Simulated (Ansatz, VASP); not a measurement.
This is a calculation of TiCo for VASP 6.6.1. The cell comes from a database or a generator and needn't be the stable form of this composition.

File INCAR:

```
SYSTEM = TiCo
PREC = Accurate
ENCUT = 550
EDIFF = 1E-7
ISMEAR = 0
SIGMA = 0.05
LREAL = .FALSE.
LASPH = .TRUE.
NELM = 100
ALGO = Normal
ISIF = 2
LWAVE = .FALSE.
LCHARG = .FALSE.
ISPIN = 2
MAGMOM = 2 1
LORBIT = 11
LMAXMIX = 4
GGA = PE
NBANDS = 22
```

File KPOINTS:

```
Automatic mesh
0
G
  9 9 9
  0 0 0
```

Contents of POSCAR:

```
TiCo
2.9861
    1.000003680386      0.000000000000      0.000000000000
    0.000000000000      1.000003680386      0.000000000000
    0.000000000000      0.000000000000      1.000003680386
Co Ti
1 1
Direct
    0.5000000000      0.5000000000      0.5000000000
    0.0000000000      0.0000000000      0.0000000000
```

Potentials or basis: VASP PAW PBE potentials, release 64 (Co_GW, Ti_sv_GW).

Command:

```console
$ cat potpaw_PBE.64/Co_GW/POTCAR potpaw_PBE.64/Ti_sv_GW/POTCAR > POTCAR
$ mpirun -np 1 vasp_std > vasp.out
```

Problem. Set up the same calculation for Ansatz 0.2.0. Potentials or basis there: all-electron LAPW, scalar-relativistic.

Solution. As run (cutoffs and basis follow the program's own potentials, and thresholds, step limits or extra output files can differ):

The input input.yaml:

```yaml
crystal:
  lattice:
    - [2.98611099, 0.0, 0.0]
    - [0.0, 2.98611099, 0.0]
    - [0.0, 0.0, 2.98611099]
  atoms:
    - { symbol: Co, position: [0.5, 0.5, 0.5], spin: 2.0 }
    - { symbol: Ti, position: [0.0, 0.0, 0.0], spin: 1.0 }
kpoints:
  mp_grid: { grid: [9, 9, 9] }
scf:
  occupations: { method: gaussian, width: 0.05 }
hamiltonian:
  xc: pbe
  pseudopotentials: { kind: all_electron, lapw: { basis_error: 0.001 } }
magnetization:
  spin_polarized: true
output:
  forces: true
  stress: true
  eigenvalues: true
```

Potentials or basis: all-electron LAPW, scalar-relativistic.

Launch:

```console
$ ansatz run input.yaml --threads 2 --pin off --max-ram 6144MiB --backend cpu --events-out ev --progress --plain --runs-dir out
```

Both were run:

|  | VASP | Ansatz |
| --- | --- | --- |
| Pressure | -2.0 GPa | -0.5 GPa |
| Net moment | 0.82 μB per cell | 0.84 μB per cell |

Where Ansatz's input types no cutoff or centring, it takes its own default and a Γ-centred mesh.

The magnetic state is the one that the start led to; the real crystal's order can differ.

Pressure is positive in compression.
